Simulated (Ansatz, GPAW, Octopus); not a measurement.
# The band gap of C, sorted by core time

Symmetry: Cmme, No. 67, orthorhombic system. The conventional cell has a = 2.456 Å, b = 4.254 Å, c = 7.173 Å, α = 90.00°, β = 90.00°, γ = 90.00°. C (site symmetry m) is surrounded by 3 C at 1.42 Å.

```tsv
rung	level	program and potentials	cutoff (eV)	k mesh	smearing	task	core time	chip	band gap (eV)	notes
LDA	LDA	Ansatz, Ansatz PAW	420	12 × 12 × 4	fermi-dirac 0.05	band structure	6.8 s	AMD EPYC 7R43 Zen 3	0.02	potentials made for PBE, which Ansatz adapts in part
meta-GGA	r2SCAN	Ansatz, Ansatz PAW	500	12 × 12 × 4	fermi-dirac 0.05	band structure	11 s	AMD EPYC 7R43 Zen 3	0.03	potentials made for PBE, which Ansatz adapts in part
hybrid	PBE0	Ansatz, Ansatz PAW	420	8 × 8 × 4	fermi-dirac 0.05	single point	23 s	AMD EPYC 7R13 Zen 3	2.31	potentials made for PBE, which Ansatz adapts in part
LDA	LDA	GPAW, the program's PAW data sets (release 1.2.1) made for this functional	800	10 × 10 × 3	fermi-dirac 0.05	band structure	66 s	Intel Xeon Platinum 8375C Ice Lake	0.02	from the band path
meta-GGA	r2SCAN	GPAW, GPAW PAW data sets (gpaw-data 1.2.1)	800	10 × 10 × 3	fermi-dirac 0.05	band structure	5.1 min	Arm Neoverse V1	0.03	potentials made for PBE; from the band path
GGA	PBEsol	Octopus, pseudodojo_pbesol (PseudoDojo 0.4, PBEsol)	-	12 × 12 × 4	fermi-dirac 0.05	single point	10 min	AMD EPYC 9R45 Zen 5	0.02	-
```

Times are single runs on shared hosts and different chips, so they are rough; meshes, cutoffs and the tasks' sizes weigh on the time. All rows: no spin polarisation. Gaps are the least found on the k mesh or the band path, and a mesh can miss the band edges. Smearing widths are in eV. The cell comes from a database and isn't always the measured one. Meshes differ between rows, which moves values too. All levels ran on this one cell, unrelaxed unless noted. Meshes are those of the run's cell of 4 atoms unless a note names another. Runs on faulty files, with rough fits or with known faults for this quantity aren't shown. PBE isn't shown for this crystal. No row holds spin-orbit coupling.

By rung: LDA 0.02; GGA 0.02; meta-GGA 0.03; hybrid 2.31 (eV).
